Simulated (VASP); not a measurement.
Here is a VASP 6.6.1 calculation.

Contents of run.py:

```python
from ase.calculators.vasp import Vasp
from ase.dft.bandgap import bandgap
from ase.io import read

atoms = read('Hf.cif')
calc = Vasp(
    directory='calc',
    xc='pbe',
    pp='PBE',
    setups='recommended',
    prec='Accurate',
    encut=520,
    ediff=1e-07,
    ismear=0,
    sigma=0.1,
    lreal=False,
    lasph=True,
    nelm=100,
    algo='Normal',
    isif=2,
    lwave=False,
    lcharg=False,
    kpts=[10, 10, 10],
    gamma=True,
)
atoms.calc = calc

print('energy (eV):', atoms.get_potential_energy())
print('free energy (eV):', atoms.get_potential_energy(force_consistent=True))
print('forces (eV/A):')
print(atoms.get_forces())
print('stress (eV/A^3, Voigt):', atoms.get_stress())
print('Fermi level (eV):', calc.get_fermi_level())
gap, top, bottom = bandgap(calc)
print('band gap (eV):', gap, 'from (spin, k, band)', top, 'to', bottom)
```

The input Hf.cif:

```cif
data_Hf
_cell_length_a 3.13955411
_cell_length_b 3.13955411
_cell_length_c 3.13955411
_cell_angle_alpha 60.00000000
_cell_angle_beta 60.00000000
_cell_angle_gamma 60.00000000
_space_group_name_H-M_alt 'P1'
_space_group_name_Hall 'P 1'
_space_group_IT_number 1
loop_
_space_group_symop_operation_xyz
'x,y,z'
loop_
_atom_site_label
_atom_site_type_symbol
_atom_site_symmetry_multiplicity
_atom_site_Wyckoff_symbol
_atom_site_fract_x
_atom_site_fract_y
_atom_site_fract_z
_atom_site_occupancy
Hf1 Hf 1 a 0.0000000000 0.0000000000 0.0000000000 1
```

Potentials or basis: VASP PAW PBE potentials, release 64 (Hf_pv).

Launch:

```console
$ python run.py
```

Q: What does it give for the band gap on the k mesh?

A: None (metal or under the smearing width).

Q: Predict the pressure.

A: 2.6 GPa.

Spin-orbit coupling is left out, which matters for the levels of Hf.
